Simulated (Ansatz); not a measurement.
The system is PtS2.

```
Pt S
1.0
     3.54320    0.00000    0.00000
    -1.77160    3.06850    0.00000
     0.00000    0.00000    5.03880
Pt S
1 2
Direct
  0.00000 0.00000 0.00000
  0.66667 0.33333 0.77300
  0.33333 0.66667 0.22700
```

Below is the output of Ansatz 0.2.0 for this cell. Logs are shortened: lines on timing, memory, paths and dates and some standing lists are left out, and cuts for length are marked.

```text
Warning: RAYON_NUM_THREADS=2 ignored (pool sized by the plan → 2); use --threads N
Engine: ansatz 0.2.0, x86_64-unknown-linux-gnu
Pseudopotentials: kind: paw
Pseudopotential: Pt, paw, valence charge 18, recommended cutoff 420 eV (normal), Pt.paw.azcp
Pseudopotential: S, paw, valence charge 6, recommended cutoff 420 eV (normal), S.paw.azcp
Functional definition: SPW92
  exchange = slater_x
  correlation = pw_c
Crystal: 3 atoms, lattice volume = 54.783 Å³
Basis set: ecut = 420 eV, 1043 PW (Γ)
Bands: 19, of which v1, the nominal top of the filled ones, is band 15 counted from 1 (14 counted from 0)
Symmetry: 12 space group operations
Space group: P-3m1 (ITA 164), of the structure as read, at distance tolerance 3.8e-5 Å
k-points: 50 of 405
Non-local potential: Pt, projectors of the file, l = 0: 3, l = 1: 2, l = 2: 2, l = 3: 1
Non-local potential: S, projectors of the file, l = 0: 2, l = 1: 2, l = 2: 2
PAW form: soft (Blöchl's): semilocal exchange-correlation on the pseudo side does not see the compensation charge
PAW frozen core: Pt, regenerated for the run's functional, and the local potential with it (the file was generated under x = pbe(κ = 0.804, μ = 0.2195149727645171), c = pbe(β = 0.06672455060314922))
PAW frozen core: S, regenerated for the run's functional, and the local potential with it (the file was generated under x = pbe(κ = 0.804, μ = 0.2195149727645171), c = pbe(β = 0.06672455060314922))
PAW one-centre angular grid: Pt, 590 points (default); XC on 64 Gauss nodes
PAW one-centre angular grid: S, 110 points (default); XC on 64 Gauss nodes
Initial density: superposition of atomic densities (neutral atoms: chi_scale 0, normalization atom), corrected by the library's trained network
Initial wavefunctions: pseudopotential atomic-orbital guess
Functional: x = slater, c = lda
SCF iter   1: F=—  HF=-13985.307434 eV  |F-HF|=—  |Δ(HF+E_count)|=         —  Δρ=6.30e-3  dr2=2.34e-2  ethr=1.77e-3  ⟨swp⟩=5.5  Hψ=4791  notcnv=0
preconditioner: auto → Resta (q_TF=auto, 2.468 Å⁻¹)  ε∞=6.7  [insulator: Δε(μ)=0.866 eV  Ē_g=9.876 eV  σ=0.050 eV  W_gap=1.00  n_scr=20 (ndim 8)  ℏωp=23.5 eV  f_vac=0.021  D(μ)=0.00/eV (n_scr^D=0)  ε∞_Penn≈6.7]
SCF iter   2: F=—  HF=-13985.303629 eV  |F-HF|=—  |Δ(HF+E_count)|=   3.81e-3  Δρ=3.29e-3  dr2=4.01e-3  ethr=7.80e-5  ⟨swp⟩=1.6  Hψ=1403  notcnv=0
SCF iter   3: F=—  HF=-13985.302770 eV  |F-HF|=—  |Δ(HF+E_count)|=   8.59e-4  Δρ=1.13e-3  dr2=7.41e-4  ethr=1.34e-5  ⟨swp⟩=2.2  Hψ=1414  notcnv=0
SCF iter   4: F=—  HF=-13985.302667 eV  |F-HF|=—  |Δ(HF+E_count)|=   1.03e-4  Δρ=2.71e-4  dr2=3.95e-5  ethr=2.47e-6  ⟨swp⟩=2.2  Hψ=1212  notcnv=0
[... 96 lines left out ...]
Entropy (-TS):   -0.001954 eV (-0.651 meV/atom)
Fermi energy:    12.918861 eV
--- Per-component energies (eV) ---
  E_band       = -276.655113
  E_kinetic    = 854.008995
  E_local      = -2707.023891  (includes V_loc(G=0)·N_el)
  E_nonlocal   = 264.639778
  E_hartree    = 1048.633297
  E_xc         = -454.248956
  E_vxc        = -479.994203  (∫ρ·V_xc dr)
  E_paw        = -10314.746320  (= ΣΔE_a)
  E_vpaw       = -305.552550  (= ΣTr[D̂ρ^β])
  E_aug_tail   = 0.000163  (compensation charges beyond the density's cutoff)
  E_ewald      = -2677.428240
  E_core_change = 0.770265  (= ΣΔE_core)
  E_smearing   = -0.001954  (= −TS)
  E_closure    = 0.000000  (closes the sum)
  Σ components = -13985.396863   (vs F -13985.396863, Δ=0.00e0)
--- Forces (eV/Å), atoms counted from 1 ---
  atom   1  Pt     0.00000000     0.00000000     0.00000000
  atom   2  S      0.00000000     0.00000000    -0.00209694
  atom   3  S     -0.00000000    -0.00000000     0.00209694
  max |Σ_I F_I| component: 4.63e-18 eV/Å
--- Stress (GPa, compression-positive) ---
        0.025670      -0.000000      -0.000000
       -0.000000       0.025670      -0.000000
       -0.000000      -0.000000      -0.005619
  P = ⅓ Tr σ = 0.0152 GPa (0.152 kbar)
--- Band table (eV; the first three rows and the last of 50) ---
  k-point 0: bands = ["-87.1340", "-41.2856", "-41.2856", "-41.1596", "-3.3191", "0.5108", "5.0187", "5.5838", "5.5838", "8.5564", "8.5564", "10.4368", "11.3221", "11.3221", "13.1499", "14.0261", "14.0261", "16.1550", "17.9750"]
  k-point 1: bands = ["-87.1340", "-41.2856", "-41.2856", "-41.1597", "-3.1099", "-0.0791", "5.6120", "5.6120", "5.7411", "8.5251", "8.5251", "10.3175", "11.0796", "11.0796", "12.4315", "14.4579", "14.4579", "16.6617", "18.7111"]
  k-point 2: bands = ["-87.1340", "-41.2856", "-41.2856", "-41.1598", "-2.5790", "-1.0802", "5.6585", "5.6585", "7.0492", "8.4825", "8.4825", "9.7516", "10.7448", "10.7448", "11.5690", "15.1980", "15.1980", "17.8464", "19.6062"]
  k-point 49: bands = ["-87.1335", "-41.3008", "-41.3008", "-41.1567", "-0.8218", "-0.8218", "5.6759", "5.6759", "6.1169", "8.1049", "8.1049", "8.2110", "9.0594", "10.3478", "10.3478", "14.9102", "14.9102", "19.4828", "20.1709"]
--- Relaxed structure (6 steps of the walk, 6 accepted, 1 SCFs on fresh bases) ---
  F+E_penalty+E_count = -13985.39686348 eV   max|allowed force component| = 2.097e-3 eV/Å   (the final SCF, on the basis selected at the relaxed cell)
  cell:  # Å, volume = 49.7987 Å³
    - [3.561426068418962, 3.8335240108692446e-33, 2.4946632575794082e-17]
    - [-1.780713034209481, 3.0842854489509572, -1.2473316287897069e-17]
    - [3.547671376797426e-17, -4.6674235637569235e-32, 4.533561884793454]
  atoms:
    - { symbol: Pt, position: [8.8218488970685e-34, 1.0199233908468657e-34, 0.0] }
    - { symbol: S, position: [0.6666666666666666, 0.3333333333333333, 0.7379942377828166] }
    - { symbol: S, position: [0.3333333333333333, 0.6666666666666666, 0.2620057622171836] }
```

Q: Write the input and the command behind it.

A: Relaxation of cell and atoms with LDA, no spin polarisation. The files as run (others can give the same):

input.yaml
```yaml
crystal:
  lattice:
    - [3.5432, 0.0, 0.0]
    - [-1.7716, 3.0685012107, 0.0]
    - [0.0, 0.0, 5.0388]
  atoms:
    - { symbol: Pt, position: [0.0, 0.0, 0.0] }
    - { symbol: S, position: [0.6666666667, 0.3333333333, 0.773] }
    - { symbol: S, position: [0.3333333333, 0.6666666667, 0.227] }
hamiltonian:
  xc: lda
  pseudopotentials: { kind: paw }
kpoints:
  mp_grid: { grid: [9, 9, 5] }
scf:
  occupations: { method: fermi_dirac, width: 0.05 }
output:
  forces: true
  stress: true
  eigenvalues: true
relax:
  f_tol: 0.01
  max_steps: 40
  cell: { stress_tol: 0.05 }
```

Potentials or basis: Ansatz PAW.
Run with:
```sh
$ ansatz run input.yaml --threads 2 --pin off --max-ram 5632MiB --backend cpu --events-out ev --progress --plain --runs-dir out
```

Caveat: the plane-wave basis is chosen anew once the cell has moved, so the energies of steps on either side of that aren't comparable; the PAW data sets come from PBE, with cores solved anew for the run's functional, which leaves a small shift of forces and pressure.
